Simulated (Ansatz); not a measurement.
# CoSi2 (Fm-3m): equation of state

Aim: the bulk modulus of CoSi2 (Fm-3m) from energies at several volumes around the relaxed one.

The COD entry's cell or inner coordinates are ideal or old and differ from later refinements, so a difference from it is no clean test against experiment.

Program: Ansatz 0.2.0. Level of theory: DFT LDA, scalar-relativistic, plane waves, PAW. These are calculated values, not measurements.

### 1 Starting point

The structure is cubic, space group Fm-3m (No. 225). The conventional cell has a = 5.274 Å, b = 5.274 Å, c = 5.274 Å, α = 90.00°, β = 90.00°, γ = 90.00°. Co (site symmetry m-3m) has 8 Si at 2.28 Å as nearest neighbours. Si (site symmetry -43m) is surrounded by 4 Co at 2.28 Å.

Structure file:

```cif
data_structure
_symmetry_space_group_name_H-M 'P 1'
_symmetry_Int_Tables_number 1
_cell_length_a 3.7290
_cell_length_b 3.7290
_cell_length_c 3.7290
_cell_angle_alpha 60.000
_cell_angle_beta 60.000
_cell_angle_gamma 60.000
_cell_volume 36.67
loop_
_atom_site_label
_atom_site_type_symbol
_atom_site_fract_x
_atom_site_fract_y
_atom_site_fract_z
_atom_site_occupancy
Co1 Co 0.00000 0.00000 0.00000 1
Si1 Si 0.25000 0.25000 0.25000 1
Si2 Si 0.75000 0.75000 0.75000 1
```

This cell comes from an earlier session at LDA: 12.222 Å³/atom at 0.03 GPa, on a 14×14×14 mesh.

Volume factors to run: 0.980, 1.020, 0.960, 1.040.

### 2 Volume × 0.980

File input.yaml:

```yaml
crystal:
  lattice:
    - [0.0, 2.6191112909, 2.6191112909]
    - [2.6191112909, 0.0, 2.6191112909]
    - [2.6191112909, 2.6191112909, 0.0]
  atoms:
    - { symbol: Co, position: [0.0, 0.0, 0.0] }
    - { symbol: Si, position: [0.25, 0.25, 0.25] }
    - { symbol: Si, position: [0.75, 0.75, 0.75] }
basis:
  ecutwfc: 420
  ecutrho_ratio: 4
kpoints:
  mp_grid: { grid: [14, 14, 14] }
hamiltonian:
  xc: lda
scf:
  occupations: { method: gaussian, width: 0.05 }
output:
  forces: true
  stress: true
  eigenvalues: true
```

Run with:

```sh
$ ansatz run input.yaml --threads 1 --pin off --max-ram 2560MiB --backend cpu --events-out ev --progress --plain --runs-dir out
```

The log of the run:

```text
Warning: RAYON_NUM_THREADS=1 ignored (pool sized by the plan → 1); use --threads N
Engine: ansatz 0.2.0, x86_64-unknown-linux-gnu
Pseudopotentials: kind: paw
Pseudopotential: Co, paw, valence charge 17, recommended cutoff 420 eV (normal), Co.paw.azcp
Pseudopotential: Si, paw, valence charge 4, recommended cutoff 420 eV (normal), Si.paw.azcp
Functional definition: SPW92
  exchange = slater_x
  correlation = pw_c
Crystal: 3 atoms, lattice volume = 35.933 Å³
Basis set: ecut = 420 eV, 725 PW (Γ)
Bands: 17, of which v1, the nominal top of the filled ones, is band 13 counted from 1 (12 counted from 0)
Symmetry: 48 space group operations
Space group: Fm-3m (ITA 225), of the structure as read, at distance tolerance 3.3e-5 Å
k-points: 104 of 2744
Non-local potential: Co, projectors of the file, l = 0: 3, l = 1: 2, l = 2: 3, l = 3: 1
Non-local potential: Si, projectors of the file, l = 0: 2, l = 1: 2, l = 2: 2
PAW form: soft (Blöchl's): semilocal exchange-correlation on the pseudo side does not see the compensation charge
PAW frozen core: Co, regenerated for the run's functional, and the local potential with it (the file was generated under x = pbe(κ = 0.804, μ = 0.2195149727645171), c = pbe(β = 0.06672455060314922))
PAW frozen core: Si, regenerated for the run's functional, and the local potential with it (the file was generated under x = pbe(κ = 0.804, μ = 0.2195149727645171), c = pbe(β = 0.06672455060314922))
PAW one-centre angular grid: Co, 590 points (default); XC on 64 Gauss nodes
PAW one-centre angular grid: Si, 110 points (default); XC on 64 Gauss nodes
Initial density: superposition of atomic densities (neutral atoms: chi_scale 0, normalization atom), corrected by the library's trained network
Initial wavefunctions: pseudopotential atomic-orbital guess
Functional: x = slater, c = lda
SCF iter   1: F=—  HF=-6281.916277 eV  |F-HF|=—  |Δ(HF+E_count)|=         —  Δρ=1.17e-2  dr2=2.66e-2  ethr=1.77e-3  ⟨swp⟩=5.4  Hψ=9254  notcnv=0
preconditioner: auto → Kerker (q_TF=auto, 2.568 Å⁻¹)  [metal: Δε(μ)=0.009 eV  Ē_g=8.627 eV  σ=0.050 eV  W_gap=0.10  n_scr=14 (ndim 8)  ℏωp=25.5 eV  f_vac=0.002  D(μ)=1.41/eV (n_scr^D=14)]
SCF iter   2: F=—  HF=-6281.913536 eV  |F-HF|=—  |Δ(HF+E_count)|=   2.74e-3  Δρ=4.37e-3  dr2=4.14e-3  ethr=1.06e-4  ⟨swp⟩=2.0  Hψ=2988  notcnv=0  defer=44
SCF iter   3: F=—  HF=-6281.913070 eV  |F-HF|=—  |Δ(HF+E_count)|=   4.66e-4  Δρ=1.00e-3  dr2=2.92e-4  ethr=1.65e-5  ⟨swp⟩=1.1  Hψ=1774  notcnv=0  defer=44
SCF iter   4: F=—  HF=-6281.913056 eV  |F-HF|=—  |Δ(HF+E_count)|=   1.31e-5  Δρ=2.12e-4  dr2=1.54e-5  ethr=1.17e-6  ⟨swp⟩=2.7  Hψ=2536  notcnv=0  defer=44
SCF iter   5: F=—  HF=-6281.913057 eV  |F-HF|=—  |Δ(HF+E_count)|=   6.23e-7  Δρ=4.63e-5  dr2=1.15e-6  ethr=6.16e-8  ⟨swp⟩=2.1  Hψ=2590  notcnv=0  defer=44
SCF iter   6: F=—  HF=-6281.913057 eV  |F-HF|=—  |Δ(HF+E_count)|=   7.32e-9  Δρ=5.20e-5  dr2=7.85e-7  ethr=4.00e-10  ⟨swp⟩=6.7  Hψ=8764  notcnv=0
SCF iter   7: F=—  HF=-6281.913057 eV  |F-HF|=—  |Δ(HF+E_count)|=   9.65e-8  Δρ=2.25e-5  dr2=1.11e-7  ethr=3.14e-9  ⟨swp⟩=2.2  Hψ=2261  notcnv=0
SCF iter   8: F=-6281.913057 eV  HF=-6281.913057 eV  |F-HF|=1.52e-8  |Δ(HF+E_count)|=   1.31e-8  Δρ=9.96e-6  dr2=2.11e-8  ethr=4.00e-10  ⟨swp⟩=3.9  Hψ=5236  notcnv=0
SCF 1 converged in 8 iterations: F = -6281.913057 eV  dr2 = 2.11e-8
SCF converged after 8 iterations
Free energy (F): -6281.913057 eV
Harris-Foulkes:  -6281.913057 eV  (|F-HF|=1.52e-8)
Internal energy: -6281.911268 eV  (E = F + TS)
E sigma→0 (E₀):  -6281.912163 eV
Entropy (-TS):   -0.001789 eV (-0.596 meV/atom)
Fermi energy:    13.757594 eV
--- Per-component energies (eV) ---
  E_band       = -264.126409
  E_kinetic    = 553.849836
  E_local      = -4029.524726  (includes V_loc(G=0)·N_el)
  E_nonlocal   = 510.601227
  E_hartree    = 1754.698223
  E_xc         = -274.391056
  E_vxc        = -308.366391  (∫ρ·V_xc dr)
  E_paw        = -2427.115949  (= ΣΔE_a)
  E_vpaw       = -500.071628  (= ΣTr[D̂ρ^β])
  E_aug_tail   = 0.000093  (compensation charges beyond the density's cutoff)
  E_ewald      = -2370.615827
  E_core_change = 0.586912  (= ΣΔE_core)
  E_smearing   = -0.001789  (= −TS)
  E_closure    = -0.000000  (closes the sum)
  Σ components = -6281.913057   (vs F -6281.913057, Δ=0.00e0)
--- Forces (eV/Å), atoms counted from 1 ---
  atom   1  Co    -0.00000000     0.00000000    -0.00000000
  atom   2  Si     0.00000000    -0.00000000     0.00000000
  atom   3  Si     0.00000000     0.00000000     0.00000000
  max |Σ_I F_I| component: 6.48e-17 eV/Å
--- Stress (GPa, compression-positive) ---
        4.333538       0.000000      -0.000000
        0.000000       4.333538       0.000000
       -0.000000       0.000000       4.333538
  P = ⅓ Tr σ = 4.3335 GPa (43.335 kbar)
--- Band table (eV; the first three rows and the last of 104) ---
  k-point 0: bands = ["-80.3531", "-44.0945", "-44.0945", "-44.0945", "0.1080", "9.3162", "9.3162", "9.3162", "11.5813", "11.5813", "15.0481", "17.1907", "17.1907", "17.1907", "17.4279", "17.4279", "17.4279"]
  k-point 1: bands = ["-80.3531", "-44.0946", "-44.0945", "-44.0945", "0.1896", "9.1391", "9.3457", "9.3457", "11.5557", "11.5557", "15.0523", "16.0264", "16.6297", "16.6297", "18.0324", "18.0324", "18.7019"]
  k-point 2: bands = ["-80.3531", "-44.0951", "-44.0945", "-44.0945", "0.4331", "8.6440", "9.4284", "9.4284", "11.4947", "11.4947", "14.2866", "15.8326", "15.9846", "15.9846", "18.4329", "18.4329", "19.1226"]
  k-point 103: bands = ["-80.3530", "-44.0971", "-44.0966", "-44.0957", "5.1641", "5.6747", "7.0493", "7.7347", "11.0515", "11.3184", "11.5330", "12.0940", "12.9432", "17.0767", "18.3047", "19.1095", "21.1460"]
```

Run time: 8.8 s. Hardware: 1 thread of AMD EPYC (Zen 3), shared host; peak memory 0.36 GiB.

This gives: volume 11.978 Å³/atom, pressure 4.33 GPa, no gap.

### 3 Volume × 1.020

Edit input.yaml of step 2 so:

```diff
@@ -2,5 +2,5 @@
   lattice:
-    - [0.0, 2.6191112909, 2.6191112909]
-    - [2.6191112909, 0.0, 2.6191112909]
-    - [2.6191112909, 2.6191112909, 0.0]
+    - [0.0, 2.6542713426, 2.6542713426]
+    - [2.6542713426, 0.0, 2.6542713426]
+    - [2.6542713426, 2.6542713426, 0.0]
   atoms:
```

Run with:

```sh
$ ansatz run input.yaml --threads 1 --pin off --max-ram 2560MiB --backend cpu --events-out ev --progress --plain --runs-dir out
```

The log of the run:

```text
Warning: RAYON_NUM_THREADS=1 ignored (pool sized by the plan → 1); use --threads N
[... 7 set-up lines as earlier in the session ...]
Crystal: 3 atoms, lattice volume = 37.400 Å³
Basis set: ecut = 420 eV, 725 PW (Γ)
Bands: 17, of which v1, the nominal top of the filled ones, is band 13 counted from 1 (12 counted from 0)
[... 2 set-up lines as earlier in the session ...]
k-points: 104 of 2744
[... 10 set-up lines as earlier in the session ...]
SCF iter   1: F=—  HF=-6281.916592 eV  |F-HF|=—  |Δ(HF+E_count)|=         —  Δρ=1.06e-2  dr2=2.17e-2  ethr=1.77e-3  ⟨swp⟩=5.4  Hψ=9255  notcnv=0
preconditioner: auto → Kerker (q_TF=auto, 2.551 Å⁻¹)  [metal: Δε(μ)=0.015 eV  Ē_g=8.332 eV  σ=0.050 eV  W_gap=0.17  n_scr=14 (ndim 8)  ℏωp=25.0 eV  f_vac=0.002  D(μ)=1.42/eV (n_scr^D=14)]
SCF iter   2: F=—  HF=-6281.914314 eV  |F-HF|=—  |Δ(HF+E_count)|=   2.28e-3  Δρ=4.02e-3  dr2=3.40e-3  ethr=8.67e-5  ⟨swp⟩=2.0  Hψ=2975  notcnv=0  defer=36
SCF iter   3: F=—  HF=-6281.913967 eV  |F-HF|=—  |Δ(HF+E_count)|=   3.48e-4  Δρ=9.30e-4  dr2=2.50e-4  ethr=1.36e-5  ⟨swp⟩=1.1  Hψ=1805  notcnv=0  defer=36
SCF iter   4: F=—  HF=-6281.913964 eV  |F-HF|=—  |Δ(HF+E_count)|=   2.78e-6  Δρ=1.75e-4  dr2=1.21e-5  ethr=1.00e-6  ⟨swp⟩=2.8  Hψ=2613  notcnv=0  defer=36
SCF iter   5: F=—  HF=-6281.913960 eV  |F-HF|=—  |Δ(HF+E_count)|=   4.38e-6  Δρ=4.41e-5  dr2=1.18e-6  ethr=4.84e-8  ⟨swp⟩=2.0  Hψ=2589  notcnv=0  defer=36
SCF iter   6: F=—  HF=-6281.913960 eV  |F-HF|=—  |Δ(HF+E_count)|=   2.87e-8  Δρ=5.27e-5  dr2=8.18e-7  ethr=4.71e-9  ⟨swp⟩=3.0  Hψ=3044  notcnv=0  defer=36
SCF iter   7: F=—  HF=-6281.913959 eV  |F-HF|=—  |Δ(HF+E_count)|=   1.03e-7  Δρ=2.19e-5  dr2=1.09e-7  ethr=3.27e-9  ⟨swp⟩=2.2  Hψ=2250  notcnv=0  defer=36
SCF iter   8: F=-6281.913959 eV  HF=-6281.913959 eV  |F-HF|=1.91e-8  |Δ(HF+E_count)|=   8.72e-9  Δρ=1.07e-5  dr2=2.57e-8  ethr=4.00e-10  ⟨swp⟩=4.3  Hψ=5302  notcnv=0
SCF 1 converged in 8 iterations: F = -6281.913959 eV  dr2 = 2.57e-8
SCF converged after 8 iterations
Free energy (F): -6281.913959 eV
Harris-Foulkes:  -6281.913959 eV  (|F-HF|=1.91e-8)
Internal energy: -6281.912175 eV  (E = F + TS)
E sigma→0 (E₀):  -6281.913067 eV
Entropy (-TS):   -0.001785 eV (-0.595 meV/atom)
Fermi energy:    13.083990 eV
--- Per-component energies (eV) ---
  E_band       = -278.020632
  E_kinetic    = 550.315022
  E_local      = -4075.306510  (includes V_loc(G=0)·N_el)
  E_nonlocal   = 509.802147
  E_hartree    = 1771.366919
  E_xc         = -273.047205
  E_vxc        = -306.640544  (∫ρ·V_xc dr)
  E_paw        = -2426.416275  (= ΣΔE_a)
  E_vpaw       = -498.911898  (= ΣTr[D̂ρ^β])
  E_aug_tail   = 0.000059  (compensation charges beyond the density's cutoff)
  E_ewald      = -2339.213244
  E_core_change = 0.586912  (= ΣΔE_core)
  E_smearing   = -0.001785  (= −TS)
  E_closure    = -0.000000  (closes the sum)
  Σ components = -6281.913959   (vs F -6281.913959, Δ=0.00e0)
--- Forces (eV/Å), atoms counted from 1 ---
  atom   1  Co     0.00000000     0.00000000     0.00000000
  atom   2  Si     0.00000000    -0.00000000     0.00000000
  atom   3  Si    -0.00000000     0.00000000     0.00000000
  max |Σ_I F_I| component: 6.48e-17 eV/Å
--- Stress (GPa, compression-positive) ---
       -3.834293       0.000000      -0.000000
        0.000000      -3.834293      -0.000000
       -0.000000       0.000000      -3.834293
  P = ⅓ Tr σ = -3.8343 GPa (-38.343 kbar)
--- Band table (eV; the first three rows and the last of 104) ---
  k-point 0: bands = ["-80.9601", "-44.6935", "-44.6935", "-44.6935", "-0.2476", "8.8330", "8.8330", "8.8330", "11.0543", "11.0543", "13.9647", "16.5083", "16.5083", "16.5083", "16.5910", "16.5910", "16.5910"]
  k-point 1: bands = ["-80.9601", "-44.6936", "-44.6935", "-44.6935", "-0.1685", "8.6463", "8.8614", "8.8614", "11.0297", "11.0297", "14.0244", "15.2762", "15.8920", "15.8920", "17.2365", "17.2365", "17.8900"]
  k-point 2: bands = ["-80.9601", "-44.6940", "-44.6936", "-44.6936", "0.0677", "8.1329", "8.9417", "8.9417", "10.9709", "10.9709", "13.5519", "14.8603", "15.2547", "15.2547", "17.5833", "17.5833", "18.2792"]
  k-point 103: bands = ["-80.9601", "-44.6957", "-44.6953", "-44.6946", "4.6316", "5.1375", "6.5974", "7.2695", "10.5001", "10.7658", "10.9791", "11.5276", "12.3202", "16.2222", "17.4504", "18.3822", "20.3388"]
```

Wall time 8.7 s (1 thread of AMD EPYC (Zen 3), shared host); peak memory 0.37 GiB.

Read off: volume 12.467 Å³/atom, pressure -3.83 GPa, no gap.

[end of part 1 of 2]
